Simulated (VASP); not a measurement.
# TmPd: Pd into a neighbouring Pd vacancy, part 2 of 4

Wanted: the minimum-energy path in TmPd for this move: Pd into a neighbouring Pd vacancy. The start is a cell from a database of measured crystal structures.

VASP 6.6.1; PBEsol, 4f electrons in the core; plane waves and PAW (Tm_3, Pd).

Still holding for the runs below: The data set Tm_3 holds the 4f electrons frozen in the core, so no f bands or f moments appear.

So far. Step 2 (Relax the host): The run ended after 3 ionic steps, 0.015 eV below its first step, once forces and stress met EDIFFG = -0.02.

**3. Relax the start**

System of this step: Tm8Pd7. The cell holds 15 atoms: 8 Tm and 7 Pd. Cell: a = 6.797 Å, b = 6.797 Å, c = 6.797 Å, α = 90.0°, β = 90.0°, γ = 90.0°. It derives from TmPd. Nearest the centre at fractional (0.000, 0.000, 0.250): Pd9 at 1.70 Å, Tm3 at 2.39 Å, Tm5 at 2.41 Å, Tm7 at 2.42 Å, Tm1 at 2.42 Å, Pd12 at 3.76 Å, Pd11 at 3.78 Å, Pd13 at 3.79 Å.

A path needs two true minima; the start is relaxed with symmetry off.

INCAR

```
SYSTEM = Tm8Pd7
PREC = Normal
ENCUT = 280
EDIFF = 1E-05
NELM = 120
ISMEAR = 1
SIGMA = 0.15
LREAL = Auto
ALGO = Fast
GGA = PS
NBANDS = 88
LORBIT = 11
LWAVE = .FALSE.
LCHARG = .FALSE.
KPAR = 3
IBRION = 2
NSW = 60
ISIF = 2
EDIFFG = -0.05
POTIM = 0.4
MAXMIX = 40
ISYM = 0
```

POSCAR

```
Tm8Pd7
1.0
    6.7969803540      0.0000000000      0.0000000000
    0.0000000000      6.7969803540      0.0000000000
    0.0000000000      0.0000000000      6.7969803540
Tm Pd
8 7
Direct
    0.2510168757      0.2524175975      0.2509723055
    0.2461654818      0.2526639944      0.7513134496
    0.2484200242      0.7517099302      0.2510727481
    0.2508654799      0.7500836320      0.7516086937
    0.7478329963      0.2495206402      0.2485813721
    0.7517620949      0.2501168816      0.7491394509
    0.7476992475      0.7492432162      0.2500239582
    0.7491890431      0.7538077609      0.7529622693
   -0.0079775498     -0.0055583896      0.4994857361
   -0.0012422882      0.5006286409      0.0006394661
    0.0062317048      0.4967278977      0.4988889036
    0.5060108210      0.0019029127      0.0019510528
    0.4984875449     -0.0048494334      0.5004927622
    0.5003207721      0.4963885373     -0.0020103829
    0.4997880127      0.4972200843      0.4997108423
```

KPOINTS

```
Automatic mesh
0
Monkhorst-Pack
3 3 3
0 0 0
```

Potentials, in the order of the species: Tm_3 and Pd (PBE family, release 64).

Command:

```
> mpirun -np 3 vasp_std
```

Output:

```text
[banner, memory and clock lines left out]
running    3 mpi-ranks, on    1 nodes
 distrk:  each k-point on    1 cores,    3 groups
 distr:  one band on    1 cores,    1 groups

 POSCAR found type information on POSCAR TmPd
 POSCAR found :  2 types and      15 ions
 [... a notice as in an earlier step ...]

 LDA part: xc-table for (Slater+PW92), standard interpolation
 POSCAR, INCAR and KPOINTS ok, starting setup
 FFT: planning ... GRIDC
 FFT: planning ... GRID_SOFT
 FFT: planning ... GRID
 WAVECAR not read
 entering main loop
       N       E                     dE             d eps       ncg     rms          rms(c)
DAV:   1     0.108745628924E+04    0.10875E+04   -0.40407E+04  2496   0.105E+03
DAV:   2     0.492415387984E+02   -0.10382E+04   -0.99880E+03  2664   0.500E+02
DAV:   3    -0.854122653123E+02   -0.13465E+03   -0.11973E+03  4176   0.116E+02
DAV:   4    -0.965792885026E+02   -0.11167E+02   -0.10696E+02  3968   0.357E+01
DAV:   5    -0.968849434453E+02   -0.30565E+00   -0.29982E+00  4032   0.649E+00    0.747E+01
RMM:   6    -0.945462833394E+02    0.23387E+01   -0.21854E+01  2706   0.138E+01    0.369E+01
RMM:   7    -0.940312263904E+02    0.51506E+00   -0.50872E+00  2853   0.951E+00    0.173E+01
RMM:   8    -0.936764436070E+02    0.35478E+00   -0.12130E+00  3253   0.417E+00    0.172E+00
RMM:   9    -0.936728592895E+02    0.35843E-02   -0.50248E-01  3168   0.208E+00    0.115E+00
RMM:  10    -0.936617252331E+02    0.11134E-01   -0.77977E-02  2806   0.908E-01    0.633E-01
RMM:  11    -0.936600677667E+02    0.16575E-02   -0.26815E-02  3329   0.541E-01    0.168E-01
RMM:  12    -0.936601447532E+02   -0.76986E-04   -0.39541E-03  3327   0.181E-01    0.835E-02
RMM:  13    -0.936602971814E+02   -0.15243E-03   -0.18163E-03  3291   0.126E-01    0.520E-02
RMM:  14    -0.936602922991E+02    0.48823E-05   -0.53389E-04  2780   0.689E-02    0.270E-02
RMM:  15    -0.936603060368E+02   -0.13738E-04   -0.19727E-04  2429   0.409E-02    0.797E-03
RMM:  16    -0.936603134608E+02   -0.74241E-05   -0.74897E-05  1932   0.226E-02
   1 F= -.93660313E+02 E0= -.93660905E+02  d E =-.936603E+02
 curvature:   0.00 expect dE= 0.000E+00 dE for cont linesearch  0.000E+00
 trial: gam= 0.00000 g(F)=  0.273E-01 g(S)=  0.000E+00 ort = 0.000E+00 (trialstep = 0.100E+01)
 search vector abs. value=  0.273E-01
 bond charge predicted
       N       E                     dE             d eps       ncg     rms          rms(c)
DAV:   1    -0.936701547058E+02   -0.98487E-02   -0.29166E+00  3872   0.717E+00    0.392E-01
RMM:   2    -0.936793649147E+02   -0.92102E-02   -0.99574E-02  3390   0.122E+00    0.153E-01
RMM:   3    -0.936824572766E+02   -0.30924E-02   -0.26289E-02  3410   0.528E-01    0.900E-02
RMM:   4    -0.936828304980E+02   -0.37322E-03   -0.38169E-03  3448   0.222E-01    0.697E-02
RMM:   5    -0.936827744333E+02    0.56065E-04   -0.44775E-04  2827   0.125E-01    0.302E-02
RMM:   6    -0.936827880731E+02   -0.13640E-04   -0.25022E-04  3043   0.675E-02    0.178E-02
RMM:   7    -0.936827889333E+02   -0.86025E-06   -0.52580E-05  2046   0.313E-02
   2 F= -.93682789E+02 E0= -.93682223E+02  d E =-.224755E-01
[...]
3 F= -.93699141E+02 E0= -.93696259E+02  d E =-.388271E-01
[...]
4 F= -.93702128E+02 E0= -.93699457E+02  d E =-.298738E-02
[...]
5 F= -.93705202E+02 E0= -.93703194E+02  d E =-.606139E-02
 curvature:  -3.41 expect dE=-0.262E-02 dE for cont linesearch -0.382E-03
 ZBRENT: interpolating
 opt :   4.5619  next Energy=   -93.705450 (dE=-0.631E-02)
 bond charge predicted
       N       E                     dE             d eps       ncg     rms          rms(c)
DAV:   1    -0.937028790947E+02    0.23270E-02   -0.37782E-01  3112   0.194E+00    0.939E-02
RMM:   2    -0.937048422459E+02   -0.19632E-02   -0.19265E-02  3234   0.633E-01    0.348E-02
RMM:   3    -0.937052042421E+02   -0.36200E-03   -0.35233E-03  2940   0.195E-01    0.938E-03
RMM:   4    -0.937052785447E+02   -0.74303E-04   -0.72993E-04  3313   0.987E-02    0.849E-03
RMM:   5    -0.937052871758E+02   -0.86311E-05   -0.91980E-05  2142   0.368E-02
   6 F= -.93705287E+02 E0= -.93703132E+02  d E =-.614665E-02
 curvature:  -2.21 expect dE=-0.136E-02 dE for cont linesearch -0.179E-03
 trial: gam= 0.09655 g(F)=  0.617E-03 g(S)=  0.000E+00 ort = 0.465E-03 (trialstep = 0.201E+01)
 search vector abs. value=  0.732E-03
 reached required accuracy - stopping structural energy minimisation
```

It took 72 s on 3 MPI ranks of Intel Xeon 6975P-C (Granite Rapids), shared host; peak memory 0.73 GiB; 3.5 min of CPU time.

From OUTCAR (step 3):

```text
 Found     14 irreducible k-points:

   k-points           NKPTS =     14   k-points in BZ     NKDIM =     14   number of bands    NBANDS=     88

   dimension x,y,z NGX =    28 NGY =   28 NGZ =   28
   dimension x,y,z NGXF=    56 NGYF=   56 NGZF=   56

   ENCUT  =  280.0 eV  20.58 Ry    4.54 a.u.   9.27  9.27  9.27*2*pi/ulx,y,z

   NELECT =     142.0000    total number of electrons

 E-fermi :   5.9197

 k-point     1 :       0.0000    0.0000    0.0000
  band No.  band energies     occupation
    ...
     68       4.5805      2.00000
     69       4.9361      2.00000
     70       4.9416      2.00000
     71       4.9659      2.00000
     72       5.8837      1.39396
     73       6.0812     -0.06272
     74       6.0816     -0.06301
     75       6.0823     -0.06356
     76       6.9480     -0.00000
     77       6.9486     -0.00000
    ...

 k-point     2 :       0.3333    0.0000    0.0000
  band No.  band energies     occupation
    ...
     69       5.0179      2.00000
     70       5.0218      2.00000
     71       5.3734      2.00000
     72       5.5688      2.00460
     73       5.5729      2.00515
     74       6.3427     -0.00049
     75       6.3439     -0.00047
     76       6.4033     -0.00005
     77       6.4198     -0.00003
     78       6.6780     -0.00000
    ...

  Total       -0.9268290     -0.9276443     -0.9379082      0.0196103     -0.0197191     -0.0000943
  in kB       -4.7289221     -4.7330820     -4.7854511      0.1000571     -0.1006118     -0.0004813
  external PRESSURE =      -4.7491517 kB  Pullay stress =       0.0000000 kB

  energy-cutoff  :      280.00
  volume of cell :      314.01
      direct lattice vectors                 reciprocal lattice vectors
     6.796980354  0.000000000  0.000000000     0.147124156  0.000000000  0.000000000
     0.000000000  6.796980354  0.000000000     0.000000000  0.147124156  0.000000000
     0.000000000  0.000000000  6.796980354     0.000000000  0.000000000  0.147124156

 POSITION                                       TOTAL-FORCE (eV/Angst)
 -----------------------------------------------------------------------------------
      1.68809      1.68623      1.69263        -0.002721     -0.005323      0.006496
      1.68445      1.67984      5.11365        -0.032303      0.004378     -0.009591
      1.68265      5.11073      1.68504        -0.011484     -0.000031      0.021533
      1.68886      5.10672      5.11603        -0.012391     -0.004947     -0.033372
      5.11085      1.68023      1.68535         0.000634     -0.009682      0.014056
      5.10371      1.69177      5.10305         0.027769     -0.033279      0.000592
      5.09812      5.09492      1.69357         0.024200      0.030599      0.008366
      5.10950      5.10499      5.11739         0.005287      0.030511     -0.016693
      6.78659      6.78850      3.40043         0.039531      0.015085     -0.000208
      6.79451      3.40036      0.00485         0.006926     -0.027913     -0.004162
      0.01567      3.39954      3.39832        -0.040528      0.002262      0.008001
      3.40071      0.00809      0.00325        -0.022812     -0.034912     -0.008486
      3.39268      6.78690      3.40308         0.021683      0.017201     -0.007746
      3.39249      3.38725      6.79035         0.002977      0.010822      0.025940
      3.39007      3.39557      3.40474        -0.006768      0.005229     -0.004727
 -----------------------------------------------------------------------------------
    total drift:                               -0.012948      0.024700      0.015075

  FREE ENERGIE OF THE ION-ELECTRON SYSTEM (eV)
  ---------------------------------------------------
  free  energy   TOTEN  =       -93.7052871758 eV

  energy  without entropy=      -93.6988209704  energy(sigma->0) =      -93.70313177

 total charge
# of ion       s       p       d       tot
------------------------------------------
    1        0.547   6.840   1.128   8.515
    2        0.547   6.839   1.128   8.515
    3        0.547   6.838   1.127   8.512
    4        0.547   6.840   1.130   8.517
    5        0.546   6.836   1.123   8.505
    6        0.547   6.839   1.127   8.513
    7        0.547   6.839   1.126   8.512
    8        0.547   6.837   1.125   8.509
    9        0.634   0.437   8.458   9.529
   10        0.635   0.438   8.459   9.532
   11        0.603   0.392   8.501   9.497
   12        0.635   0.439   8.459   9.533
   13        0.603   0.393   8.501   9.497
   14        0.604   0.394   8.502   9.500
   15        0.596   0.393   8.495   9.483
--------------------------------------------------
tot          8.687  57.594  68.388 134.670

[... 1 part as in an earlier step ...]

[... 7 further parts left out ...]
```

CONTCAR:

```
Tm8Pd7
   1.00000000000000
     6.7969803539999996    0.0000000000000000    0.0000000000000000
     0.0000000000000000    6.7969803539999996    0.0000000000000000
     0.0000000000000000    0.0000000000000000    6.7969803539999996
  Tm              Pd
     8     7
Direct
     0.2483589375548287    0.2480852606665117    0.2490263363719320
     0.2478233558808098    0.2471446818017069    0.7523413393938497
     0.2475577516898436    0.7519121160002887    0.2479093628391956
     0.2484725167858464    0.7513216509376770    0.7526912229412114
     0.7519296896275585    0.2472025868781255    0.2479552539571555
     0.7508789779741860    0.2488995712235758    0.7507820834218367
     0.7500560169367682    0.7495861107755321    0.2491644453188556
     0.7517302954881678    0.7510668198737805    0.7528909586147956
     0.9984717604510607    0.9987528316503276    0.5002847232673001
     0.9996361451307048    0.5002748085611286    0.0007134605955523
     0.0023054914489186    0.5001543663255321    0.4999748562299157
     0.5003263554316698    0.0011902097644259    0.0004787332078627
     0.4991447759773927    0.9985173412057181    0.5006751506289071
     0.4991175352565597    0.4983457344416289    0.9990249226584274
     0.4987606552656896    0.4995698127940351    0.5009197781531911
```

Relaxation path:

```tsv
step	energy less that of the first step (eV)	largest force (eV/Å)
1	0.0000	0.3411
2	-0.0225	0.2125
3	-0.0388	0.1251
4	-0.0418	0.1033
5	-0.0449	0.0610
6	-0.0450	0.0433
```

The atoms that moved most (Å):

```tsv
atom	dx	dy	dz	length
Pd9	0.044	0.029	0.005	0.053
Pd12	-0.039	-0.005	-0.010	0.040
Tm2	0.011	-0.038	0.007	0.040
Tm1	-0.018	-0.029	-0.013	0.037
Pd11	-0.027	0.023	0.007	0.036
Tm5	0.028	-0.016	-0.004	0.032
Tm8	0.017	-0.019	0.000	0.025
Pd13	0.004	0.023	0.001	0.023
```

The relaxed structure:

```cif
data_structure
_symmetry_space_group_name_H-M 'P 1'
_symmetry_Int_Tables_number 1
_cell_length_a 6.7970
_cell_length_b 6.7970
_cell_length_c 6.7970
_cell_angle_alpha 90.000
_cell_angle_beta 90.000
_cell_angle_gamma 90.000
_cell_volume 314.01
loop_
_atom_site_label
_atom_site_type_symbol
_atom_site_fract_x
_atom_site_fract_y
_atom_site_fract_z
_atom_site_occupancy
Tm1 Tm 0.24836 0.24809 0.24903 1
Tm2 Tm 0.24782 0.24714 0.75234 1
Tm3 Tm 0.24756 0.75191 0.24791 1
Tm4 Tm 0.24847 0.75132 0.75269 1
Tm5 Tm 0.75193 0.24720 0.24796 1
Tm6 Tm 0.75088 0.24890 0.75078 1
Tm7 Tm 0.75006 0.74959 0.24916 1
Tm8 Tm 0.75173 0.75107 0.75289 1
Pd9 Pd 0.99847 0.99875 0.50028 1
Pd10 Pd 0.99964 0.50027 0.00071 1
Pd11 Pd 0.00231 0.50015 0.49997 1
Pd12 Pd 0.50033 0.00119 0.00048 1
Pd13 Pd 0.49914 0.99852 0.50068 1
Pd14 Pd 0.49912 0.49835 0.99902 1
Pd15 Pd 0.49876 0.49957 0.50092 1
```

Numbers from this step:

- electronic cycles: 50
- electrons: 142
- free energy (TOTEN): -93.7053 eV
- energy at zero smearing: -93.7031 eV
- Fermi energy: 5.920 eV

The run ended after 6 ionic steps, 0.045 eV below its first step, once the forces on the free atoms met EDIFFG = -0.05.

(Continued in part 3 of 4.)

[Lines on the potential files, build, host, timing and source positions are cut from VASP's logs without a mark.]

[Logs are printed without paths, hosts, clocks, repeated set-up lines and the standing remarks that a program may print on its own settings, such as how far it seeks lower states.]

[Hosts, paths, dates, database ids (printed as entryN), source tags and the programs' standing remarks are cut or masked in the printed files.]

[Runs that stopped without an error message from VASP are left out.]
